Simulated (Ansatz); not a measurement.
CoO:

```xyz
4
Lattice="2.5705 0.0000 0.0000 0.0000 2.5705 0.0000 0.0000 0.0000 5.1411" Properties=species:S:1:pos:R:3 pbc="T T T"
Co    0.0000    0.0000    0.0000
Co    0.0000    0.0000    2.5705
O     1.2853    1.2853    1.2853
O     1.2853    1.2853    3.8558
```

Measurements of this composition are mostly on another form, of space group No. 225.

The cell isn't the ideal one: another cell of the same crystal, with 4 atoms.

Base run:

* Program: Ansatz 0.2.0
* Functional: PBE
* Potentials or basis: Ansatz PAW
* Cutoff: 420 eV (not typed: the program's choice for these potentials)
* k mesh: 10 × 10 × 5
* Occupations: fermi-dirac, width 0.05 eV
* Spin: collinear spin, antiferromagnetic start
* Starting moments: [2.0, -2.0, 0.0, 0.0] μB
* Hubbard terms: Co d U = 8 eV

Its results: band gap on the k mesh 2.09 eV; pressure 28.5 GPa; net moment 0.00 μB per cell; site moments Co +2.65, -2.65; O -0.00, +0.00 μB.

Question: The run is repeated on the same cell with these changes: hubbard terms from Co d U = 8 eV to Co d U = 6 eV. What comes out?

Answer: Band gap on the k mesh 2.17 eV; pressure 24.6 GPa; net moment 0.00 μB per cell; site moments Co +2.59, -2.59; O -0.00, +0.00 μB.

Caveats: the magnetic or orbital state may not be the lowest; odd divisions of the mesh miss points on the zone boundary, where band edges often lie, so the gap on the mesh can be too wide; a pressure of tens of GPa on the cell as given is suspect, and the run, the potentials or the cell itself is likely at fault (some runs).

A k mesh can miss the band edges.
